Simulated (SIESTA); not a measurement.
**NbP under changes of volume**

One of the cells (16.103 Å³/atom); the others are scaled copies at fixed shape and fractional positions:

```xyz
4
Lattice="-1.6749 1.6749 5.7401 1.6749 -1.6749 5.7401 1.6749 1.6749 -5.7401" Properties=species:S:1:pos:R:3 pbc="T T T"
Nb    1.6749    0.0000    2.8687
Nb    0.0000    0.0000    5.7387
P     0.0000    1.6749    3.8200
P     0.0000    0.0000    0.9500
```

The cell is a database's computed one.

| Property | Result |
| --- | --- |
| Program | SIESTA 5.4.2 |
| Functional | PBEsol |
| Potentials or basis | PseudoDojo 0.4 standard (PBEsol files) |
| Basis | DZP (energy shift 0.003 Ry; two zetas on semicore shells) |
| Grid cutoff | 800 Ry |
| Energy shift | 0.003 Ry |
| k mesh | 11 × 11 × 11 |
| Occupations | fermi-dirac, width 0.05 eV |
| Spin | no spin polarisation |

| volume (Å³/atom) | energy over the lowest point (meV/atom) | pressure (GPa) | largest force (eV/Å) |
| --- | --- | --- | --- |
| 15.137 | 14.65 | 8.3 | 0.053 |
| 15.459 | 2.77 | 3.6 | 0.044 |
| 15.781 | 0.00 | -0.7 | 0.034 |
| 16.103 | 5.36 | -4.5 | 0.026 |
| 16.425 | ? | ? | ? |
| 16.747 | 37.23 | -11.1 | 0.012 |
| 17.069 | 62.37 | -13.9 | 0.005 |

Q: What does the run at 16.425 Å³/atom give?

A: Energy over the lowest point 18.00 meV/atom; pressure -8.0 GPa; largest force 0.019 eV/Å.

Worked out: A Birch-Murnaghan fit of order 3 (a polynomial in V^(-2/3)) to the other rows has its minimum at 15.72 Å³/atom with B0 = V·E''(V) = 201 GPa and B' = 4.3 at fixed shape and positions, which overstates the stiffness. It gives 18.01 meV/atom at 16.425 Å³/atom, against the run's 18.00, and -dE/dV = -8.0 GPa, against -8.0.

Energies are extrapolated to zero smearing.

Caveats: the basis of atomic orbitals isn't converged, which shifts pressures, moduli and gaps.
